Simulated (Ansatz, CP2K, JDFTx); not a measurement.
The equilibrium volume of BP, sorted by core time

```yaml
crystal:
  lattice:
    - [0.00000, 2.26900, 2.26900]
    - [2.26900, 0.00000, 2.26900]
    - [2.26900, 2.26900, 0.00000]
  atoms:
    - { symbol: P, position: [0.75000, 0.75000, 0.75000] }
    - { symbol: B, position: [0.00000, 0.00000, 0.00000] }
```

| rung | level | program and potentials | cutoff (eV) | k mesh | smearing | task | core time | chip | equilibrium volume (Å³/atom) | notes |
| --- | --- | --- | --- | --- | --- | --- | --- | --- | --- | --- |
| GGA + dispersion | PBEsol+D3(BJ)+ATM | Ansatz, Ansatz PAW | 420 | 10 × 10 × 10 | fermi-dirac 0.05 | relaxation of cell and atoms | 7.3 s | Intel Xeon | 11.35 | potentials made for PBE, which Ansatz adapts in part |
| GGA + dispersion | RPBE+D3(BJ) | Ansatz, Ansatz PAW | 420 | 10 × 10 × 10 | fermi-dirac 0.05 | relaxation of cell and atoms | 10 s | Intel Xeon | 10.60 | potentials made for PBE, which Ansatz adapts in part |
| meta-GGA | m-r2SCAN | Ansatz, Ansatz PAW | 500 | 10 × 10 × 10 | fermi-dirac 0.05 | equation of state | 16 s | Arm Neoverse V2 | 11.67 | potentials made for PBE, which Ansatz adapts in part |
| GGA | PBE | JDFTx, PseudoDojo-SR-PBE-0.5-standard with smoothed tails | 1034 | 10 × 10 × 10 | fermi-dirac 0.05 | relaxation of cell and atoms | 87 s | Arm Neoverse V2 | 11.75 | - |
| hybrid | r2SCAN-EpsX | Ansatz, Ansatz PAW | 500 | 5 × 5 × 5 | fermi-dirac 0.05 | equation of state | 2.7 min | AMD EPYC 7B13 Zen 3 | 11.63 | coarse mesh; potentials made for PBE, which Ansatz adapts in part; exact-exchange share 1/ε∞ |
| GGA | PBE | CP2K, POTENTIAL_UZH P GTH-PBE-q5, B GTH-PBE-q3; TZVP-MOLOPT-PBE-GTH basis | - | 10 × 10 × 10 | fermi-dirac 0.05 | equation of state | 3.5 min | Arm Neoverse V1 | 11.70 | atomic basis |

Times are single runs on shared hosts and different chips, so they are rough; meshes, cutoffs and the tasks' sizes weigh on the time. All rows: no spin polarisation. m-r2SCAN is the variant of Desmarais and co-workers (2025). Smearing widths are in eV. Meshes differ between rows, which moves values too. Meshes are those of the run's cell of 2 atoms unless a note names another. Relaxations start from the cell shown or near it and stop with a little pressure left. Misses use the values as printed. Runs on faulty files, with rough fits or with known faults for this quantity aren't shown. No row holds spin-orbit coupling.

Measured: 11.68 Å³/atom at 297 K (a printed reference work).

Question: Which of the timed runs without a coarse mesh or an atomic basis is the cheapest that comes within 1.5 % of the measured equilibrium volume?

Answer: m-r2SCAN (Ansatz, Ansatz PAW): 11.67 Å³/atom in 16 s. One crystal doesn't make the level reliable, since errors can cancel. The runs are for a static lattice, while measurements hold temperature and zero-point motion.
